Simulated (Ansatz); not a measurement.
Runs of Ansatz 0.2.0 on CoO. The structure is tetragonal, space group I4/mmm (No. 139). Conventional cell: a = 3.016 Å, b = 3.016 Å, c = 4.215 Å, α = 90.00°, β = 90.00°, γ = 90.00°. Co (site symmetry 4/mmm) has 6 O at 2.11 to 2.13 Å as nearest neighbours. O (site symmetry 4/mmm) is surrounded by 6 Co at 2.11 to 2.13 Å. 

| task | level | potentials or basis | U | cell | k mesh | cutoff (eV) | atoms under strain | points for each segment of the path | hubbard projectors | double counting | gap on the mesh (eV) | pressure (GPa) | moment (μB) | relaxed volume (Å³/atom) |
| --- | --- | --- | --- | --- | --- | --- | --- | --- | --- | --- | --- | --- | --- | --- |
| elastic constants | r2SCAN | Ansatz PAW | - | as given | 10 × 10 × 10 | 500 | relaxed | - | - | - | 0.34 | 0.3 | 3.00 | - |
| relaxation of cell and atoms | BLYP | Ansatz PAW | - | relaxed | 12 × 12 × 12 | 420 | - | - | - | - | none | 0.0 | 2.88 | 10.12 |
| relaxation of cell and atoms | LDA | Ansatz PAW | - | relaxed | 12 × 12 × 12 | 420 | - | - | - | - | none | 0.0 | (c) | 8.51 |
| band structure | PBE+U | Ansatz PAW | Co d U = 7 eV | as given | 12 × 12 × 12 | 420 | - | 14 | ortho-atomic (the default) | fll (the default) | (b) | (a) | 3.00 | - |

Alike in all rows: spin collinear, ferromagnetic start; smearing fermi-dirac 0.05 eV.

Fill in the values left out.

(a) 15.2; (b) 1.75; (c) 2.29.

Caveats: a cell with one magnetic atom can't hold antiferromagnetic order, which such compounds often take; the PAW data sets come from PBE, with cores solved anew for the run's functional, which leaves a small shift of forces and pressure (some runs); the magnetic or orbital state may not be the lowest (some runs); the plane-wave basis is chosen anew once the cell has moved, so the energies of steps on either side of that aren't comparable (some runs); semilocal functionals often make such compounds metallic where correlation or magnetic order opens a gap, which also shifts bond lengths (some runs); the volume moved by -11 % from the deposited cell, more than functionals usually miss (some runs).

A k mesh can miss the band edges.

A gap of «none» marks a metal or a gap under the smearing width.
